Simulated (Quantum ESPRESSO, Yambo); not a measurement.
An input for Yambo 5.3.0 (KF (Carobbiite)):

```
HF_and_locXC
gw0
dyson
ppa
em1d
rim_cut
RandQpts= 1000000
RandGvec= 1 RL
EXXRLvcs= 72 Ry
VXCRLvcs= 288 Ry
Chimod= "HARTREE"
% BndsRnXp
 1 | 64 |
%
NGsBlkXp= 9.5 Ry
% LongDrXp
 1 | 1 | 1 |
%
% GbndRnge
 1 | 64 |
%
DysSolver= "n"
ExtendOut
PPAPntXp= 27.21138 eV
% QPkrange
 1 | 8 | 3 | 12 |
%
GfnQPdb= "E < ./gw8_fix/ndb.QP"
XfnQPdb= "E < ./gw8_fix/ndb.QP"
```

```sh
OMP_NUM_THREADS=1 mpirun -n 4 yambo -F gw9.in -J gw9 -C gw9 > gw9.log
```

The stored states that it reads are on a 4×4×4 mesh. Symmetry: Fm-3m, No. 225, cubic system. Conventional cell: a = 5.344 Å, b = 5.344 Å, c = 5.344 Å, α = 90.00°, β = 90.00°, γ = 90.00°. Nearest to K lie 6 F at 2.67 Å. Nearest to F lie 6 K at 2.67 Å. Farther neighbours and most contacts between anions are not listed.

Question: Estimate wall time and host memory on 4 MPI ranks of Arm Neoverse V2, shared host.

It took 1.7 min; on shared hardware allow 52 s to 3.5 min. Peak host memory was 1.4 GiB.

The screening grows as filled bands × empty bands × pairs of k points, times the square of the screening basis for the matrix.

[Paths, hosts, dates, memory and timing lines, banners, echoed tables and standing remarks are left out of the program output.]

[Logs are printed without paths, hosts, clocks, repeated set-up lines and the standing remarks that a program may print on its own settings, such as how far it seeks lower states.]

[Runs of the session that timed out or met a known fault of the program may be left out.]

[Hosts, paths, dates, database ids (printed as entryN), source tags and the programs' standing remarks are cut or masked in the printed files.]
